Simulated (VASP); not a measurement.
## SnO2 (Cassiterite): single point with PBE

SnO2 (Cassiterite):

```
Sn O
1.0
     4.73800    0.00000    0.00000
     0.00000    4.73800    0.00000
     0.00000    0.00000    3.18650
Sn O
2 4
Direct
  0.50000 0.50000 0.50000
  0.00000 0.00000 0.00000
  0.80710 0.19290 0.50000
  0.69290 0.69290 0.00000
  0.19290 0.80710 0.50000
  0.30710 0.30710 0.00000
```

```yaml
Program: VASP 6.6.1
Task: single point
Functional: PBE
Potentials_or_basis: VASP PAW PBE potentials, release 64 (Sn_d, O)
Cutoff: 520 eV
k_mesh: 6 × 6 × 8
Occupations: gaussian, width 0.012 eV
Spin: no spin polarisation
Further_INCAR_settings: ALGO = Normal; EDIFF = 1e-06
```

* Pressure: 11.8 GPa
* Largest force: 0.294 eV/Å
* Band gap on the k mesh: 1.27 eV, direct

Forces on the atoms (eV/Å):
```
Sn   0.000  0.000  0.000
Sn   0.000  0.000  0.000
O   -0.208  0.208  0.000
O    0.208  0.208  0.000
O    0.208 -0.208  0.000
O   -0.208 -0.208  0.000
```

Stress tensor (GPa, compression positive):
```
10.71  0.00  0.00
 0.00 10.71  0.00
 0.00  0.00 14.01
```

Levels at points of the mesh, in eV from the valence-band top:
```tsv
k point	band 23	band 24	band 25	band 26	band 27	band 28	band 29	band 30
(0.00, 0.00, 0.00)	-1.23	-0.78	-0.78	0.00	1.27	6.15	6.35	6.35
(0.50, 0.00, 0.00)	-1.19	-1.19	-0.64	-0.64	4.44	4.44	7.09	7.09
(0.50, 0.50, 0.00)	-1.31	-1.31	-0.90	-0.90	4.84	4.84	7.53	7.53
(0.00, 0.00, 0.50)	-1.66	-1.66	-1.26	-1.26	6.23	6.23	9.78	9.78
(0.50, 0.00, 0.50)	-1.10	-1.10	-0.69	-0.69	6.51	6.51	8.07	8.07
(0.50, 0.50, 0.50)	-0.97	-0.97	-0.84	-0.84	4.92	4.92	8.88	8.88
```

It took 120 s on 1 thread of AMD EPYC 7R43 64-Core Processor (Zen 3) (shared host), peak memory 0.18 GiB.

Caveat: spin-orbit coupling is left out, which moves the levels of the heavy elements.
